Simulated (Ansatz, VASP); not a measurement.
## Pt in VASP and in Ansatz

```
Pt
1.0
     2.72517    0.00000    0.00000
    -1.36258    2.36007    0.00000
     0.00000    0.00000    4.70681
Pt
2
Direct
  0.72407 0.43468 0.75955
  0.27593 0.56532 0.24045
```

Change from the starting cell: all atoms moved at random, sigma 0.25 Å a component.

Alike in both runs: task single point; functional PBEsol; k mesh 12 × 12 × 8; occupations gaussian, width 0.15 eV; no spin polarisation.

```csv
,VASP,Ansatz
version,VASP 6.6.1,Ansatz 0.2.0
potentials or method,"VASP PAW PBE potentials, release 64 (Pt)","scalar-relativistic, plane waves, PAW"
plane-wave cutoff (eV),520,420
valence electrons in the cell,20,36
```

|  | VASP | Ansatz | Ansatz less VASP |
| --- | --- | --- | --- |
| gap on the k mesh at the Fermi level (eV) | none | none | - |
| pressure (GPa) | 1.6 | 2.0 | +0.38 |
| largest component of the traceless stress (GPa) | 1.99 | 2.04 | +0.053 |
| rms of the force components (eV/Å) | 0.686 | 0.691 | +0.0048 |

Atom by atom the forces differ by 0.005 eV/Å (rms over components). A gap of «none» marks a metal or a gap that the smearing closes. With one functional, cell and mesh, what is left measures potentials, basis and numerics. The two sets of potentials don't hold the same shells in valence.

Caveats: the PAW data sets were made with another functional, which shifts forces and pressure a little (VASP). Spin-orbit coupling is left out, which matters for the levels of Pt.
